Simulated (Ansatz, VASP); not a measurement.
## One calculation of Na, two programs

The input INCAR:

```
SYSTEM = Na
PREC     = Accurate       ! precision mode
ENCUT    = 520            ! plane-wave cutoff, eV
EDIFF    = 1E-6           ! SCF threshold, eV
ISMEAR   = -1             ! smearing method
SIGMA    = 0.05           ! smearing width, eV
LREAL    = .False.        ! projectors in reciprocal space
LASPH    = .True.         ! aspherical terms in the spheres
NELM     = 60             ! most SCF steps
ALGO     = Normal         ! electronic algorithm
ISIF     = 2              ! what is computed and relaxed
LWAVE    = .False.        ! write WAVECAR
LCHARG   = .False.        ! write CHGCAR
GGA      = PE             ! functional
NBANDS   = 10             ! bands
```

File KPOINTS:

```
Automatic mesh
0
Gamma
  12 12 12
  0 0 0
```

File POSCAR:

```
Na
1.0
    3.3598852002      0.0000000000      0.0000000000
    0.0000000000      3.3598852002      0.0000000000
    0.0000000000      0.0000000000      3.3598852002
Na
1
Direct
    0.0000000000      0.0000000000      0.0000000000
```

Input for Ansatz:

```yaml
crystal:
  lattice:
    - [3.3598852002, 0.0, 0.0]
    - [0.0, 3.3598852002, 0.0]
    - [0.0, 0.0, 3.3598852002]
  atoms:
    - { symbol: Na, position: [0.0, 0.0, 0.0] }
kpoints:
  mp_grid: { grid: [12, 12, 12] }
scf:
  occupations: { method: fermi_dirac, width: 0.05 }
hamiltonian:
  xc: pbe
  pseudopotentials: { kind: all_electron, lapw: { basis_error: 0.001 } }
output:
  forces: true
  stress: true
  eigenvalues: true
  populations: true
```

Change from the starting cell: volume scaled by 0.95, LAPW.

Alike in both runs: task single point; functional PBE; k mesh 12 × 12 × 12; occupations fermi-dirac, width 0.05 eV; no spin polarisation.

```csv
,VASP,Ansatz
version,VASP 6.6.1,Ansatz 0.2.0
potentials or method,"VASP PAW PBE potentials, release 64 (Na_pv)","all-electron LAPW, scalar-relativistic"
plane-wave cutoff (eV),520,see its input
```

|  | VASP | Ansatz | Ansatz less VASP |
| --- | --- | --- | --- |
| pressure (GPa) | 0.3 | 0.3 | +0.01 |

Ansatz ran all-electron here, so the differences hold the error of VASP's frozen core and of both bases.
